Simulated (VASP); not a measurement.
Set up this calculation in VASP 6.6.1, as the native input.

```yaml
Task: relaxation of cell and atoms
Functional: r2SCAN
Potentials_or_basis: VASP PAW PBE potentials, release 64 (I)
Cutoff: 600 eV
k_mesh: 9 × 9 × 9
Occupations: gaussian, width 0.05 eV
Spin: no spin polarisation
Further_INCAR_settings: ALGO = Normal; EDIFF = 1e-06; IBRION = 2; EDIFFG = -0.01; NSW = 60; ISIF = 3
```

The structure of I lies in POSCAR:

```
I
1.0
    0.0000000000      2.3656004428      3.9098401324
    2.1922454667      0.0000000000      3.9098401324
    2.1922454667      2.3656004428      0.0000000000
I
1
Direct
    0.0000000000      0.0000000000      0.0000000000
```

These files were run (other wordings do the same):

INCAR

```
SYSTEM = I
ALGO = Normal
EDIFF = 1E-6
EDIFFG = -0.01
ENCUT = 600
IBRION = 2
ISIF = 3
ISMEAR = 0
LASPH = .True.
LCHARG = .False.
LMIXTAU = .True.
LREAL = .False.
LWAVE = .False.
METAGGA = R2SCAN
NELM = 100
NSW = 60
PREC = Accurate
SIGMA = 0.05
```

KPOINTS

```
k-points
0
Gamma
  9 9 9
  0 0 0
```

Potentials or basis: VASP PAW PBE potentials, release 64 (I).

Launch:

```bash
$ cat potpaw_PBE.64/I/POTCAR > POTCAR
$ mpirun -np 1 vasp_std > vasp.out
```

It gave:

```
Relaxed volume                         : 40.81 Å³/atom
Relaxed cell                           : a = 4.619 Å, b = 4.504 Å, c = 3.222 Å, α = 71.25°, β = 67.41°, γ = 41.34°
Space group after relaxing (to 0.05 Å) : Fmmm (No. 69)
Energy gained by relaxing              : 0.3 meV/atom
Ionic steps                            : 15
Pressure after relaxing                : 0.0 GPa
Band gap on the k mesh                 : none (metal or under the smearing width)
```

Caveat: the PAW data sets were made with another functional, which shifts forces and pressure a little; an odd number of electrons without spin polarisation forces a metal; a magnetic or distorted state may lie lower.

It took 11 min on 1 thread of Intel(R) Xeon(R) 6975P-C (Granite Rapids) (shared host), peak memory 0.22 GiB.
